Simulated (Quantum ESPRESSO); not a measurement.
**BN in Quantum ESPRESSO: the effect of functional**

Crystal: BN.

```
N B
1.0
     2.55394    0.00000    0.00000
    -1.27697    2.21178    0.00000
     0.00000    0.00000    4.22685
N B
2 2
Direct
  0.33333 0.66667 0.12528
  0.66667 0.33333 0.62528
  0.33333 0.66667 0.49972
  0.66667 0.33333 0.99972
```

Measurements of this composition are mostly on another form, of space group No. 194.

Alike in all runs:

* Program: Quantum ESPRESSO 7.5
* Task: phonons
* Cutoff: 1143 eV
* Density cutoff: 4572 eV
* k mesh: 8 × 8 × 4, shifted
* Occupations: fermi-dirac, width 0.05 eV
* Spin: no spin polarisation

Each run relaxes the cell or the atoms first.

Problem. One run gave: relaxed volume 5.76 Å³/atom; dielectric constant 4.53 mean. Which functional did it use?
A. vdW-DF-cx
B. RPBE
C. LDA
D. AM05
E. PW91

Solution. C.

| functional | potentials or basis | relaxed volume (Å³/atom) | dielectric constant (mean) |
| --- | --- | --- | --- |
| LDA | PseudoDojo 0.4.1 SR LDA standard | 5.76 | 4.53 |
| PW91 | PseudoDojo 0.4.1 SR PBE standard | 5.97 | 4.56 |
| RPBE | PseudoDojo 0.4.1 SR PBE standard | 5.99 | 4.55 |
| AM05 | PseudoDojo 0.4.1 SR PBE standard | 5.87 | 4.60 |
| vdW-DF-cx | PseudoDojo 0.4.1 SR PBE standard | 5.92 | 4.58 |

Caveats: the potentials were made for another functional, which shifts forces and pressure (some runs); the acoustic modes lie far from zero, so the frequencies are unreliable (some runs).

Runs at the PBE level aren't shown here.
